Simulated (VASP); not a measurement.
The system is AlN.

```
Al N
1.0
     0.00000    2.18829    2.18829
     2.18829    0.00000    2.18829
     2.18829    2.18829    0.00000
Al N
1 1
Direct
  0.00000 0.00000 0.00000
  0.25000 0.25000 0.25000
```

Measurements of this composition are mostly on another form, of space group No. 186.

Base run:

| Item | Value |
| --- | --- |
| Program | VASP 6.6.1 |
| Functional | TB-mBJ |
| Potentials or basis | VASP PAW PBE potentials, release 64 (Al, N) |
| Cutoff | 520 eV |
| k mesh | 10 × 10 × 10 |
| Occupations | gaussian, width 0.02 eV |
| Spin | no spin polarisation |

Its results: band gap on the k mesh 4.81 eV, indirect (least direct gap 5.28 eV).

Q: The run is repeated on the same cell with these changes: functional from TB-mBJ to r2SCAN. What comes out?

A: Band gap on the k mesh 3.93 eV, indirect (least direct gap 4.84 eV).
